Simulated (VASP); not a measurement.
The system is CdS (Hawleyite).

```
Cd S
1.0
     0.00000    2.91650    2.91650
     2.91650    0.00000    2.91650
     2.91650    2.91650    0.00000
Cd S
1 1
Direct
  0.00000 0.00000 0.00000
  0.25000 0.25000 0.25000
```

```yaml
Program: VASP 6.6.1
Task: relaxation of cell and atoms
Functional: LDA
Potentials_or_basis: VASP PAW LDA potentials, release 64 (Cd, S)
Cutoff: 600 eV
k_mesh: 8 × 8 × 8
Occupations: gaussian, width 0.03 eV
Spin: no spin polarisation
```

At the start: pressure -2.0 GPa; volume 24.81 Å³/atom.

**Question.** How do energy, volume and symmetry change on relaxing?

**Answer.** Over 3 steps the energy falls by 5.1 meV/atom and the volume is 24.02 Å³/atom (-3.2 %); space group F-43m (No. 216, to 0.05 Å).

Step by step:
```
step  energy change (eV)  largest force (eV/Å)  pressure (GPa)  volume (Å³)
   1              0.0000                0.0000           -2.02        49.62
   2             -0.0083                0.0000            0.91        47.41
   3             -0.0102                0.0000           -0.02        48.04
```

Final structure:
```
CELL_PARAMETERS angstrom
0.00000 2.88539 2.88539
2.88539 0.00000 2.88539
2.88539 2.88539 0.00000
ATOMIC_POSITIONS crystal
Cd 0.00000 0.00000 0.00000
S 0.25000 0.25000 0.25000
```
